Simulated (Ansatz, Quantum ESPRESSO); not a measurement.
# How the band gap moves from PBE to PBEsol

Computed band gap (eV) at each level. Gaps hold for the cell as given (a database cell, not always the measured one). They are the smaller of the mesh's gap and, where one was run, the band path's. Brackets give the space group and the cell's volume in Å³ per atom. Not every cell is the stable form of its formula. Spin polarisation and spin-orbit coupling are off unless named.

- PBE: Ansatz (all-electron LAPW, scalar-relativistic) for CsPbBr3, LiH, KI, KCl, SrCl2, KF, NaF, LiF; Quantum ESPRESSO (PseudoDojo 0.4.1 SR PBE standard) for TiO2; Quantum ESPRESSO (SG15 PBE 1.2) for HfO2; cutoffs 952 to 1143 eV for plane waves; k meshes of 125 to 1331 points
- PBEsol: Ansatz (all-electron LAPW, scalar-relativistic) for CsPbBr3, LiH, KI, KCl, SrCl2, KF, NaF, LiF; Quantum ESPRESSO (GBRV 1.5 PBEsol) for TiO2, HfO2; cutoff 612 eV for plane waves; k meshes of 125 to 1331 points

```csv
crystal,PBE,PBEsol
CsPbBr3 (Pm-3m; 40.45),1.53,1.43
"TiO2 (P4_2/mnm, 6 atoms; 10.44)",1.88,1.83
LiH (Fm-3m; 8.45),3.02,2.79
KI (Fm-3m; 44.09),3.97,3.82
"HfO2 (P2_1/c, 12 atoms; 11.53)",4.13,4.06
KCl (Fm-3m; 31.15),5.19,5.03
SrCl2 (Fm-3m; 28.30),5.34,5.14
KF (Fm-3m; 19.07),6.18,6.04
NaF (Fm-3m; 12.49),6.29,6.15
LiF (Fm-3m; 8.17),9.07,8.90
```

PBEsol lies below PBE in 10 of 10 crystals, with a median shift of -0.15 eV (-0.23 eV for LiH to -0.05 eV for TiO2); a straight line gives PBEsol ≈ 0.99 × PBE - 0.10 eV with a scatter of 0.05 eV. The figures use the values as printed. No column holds spin-orbit coupling, which bears on the band edges of CsPbBr3, KI, HfO2. Columns can differ in potentials, cutoffs, meshes, task and smearing within a row, which adds scatter of its own.
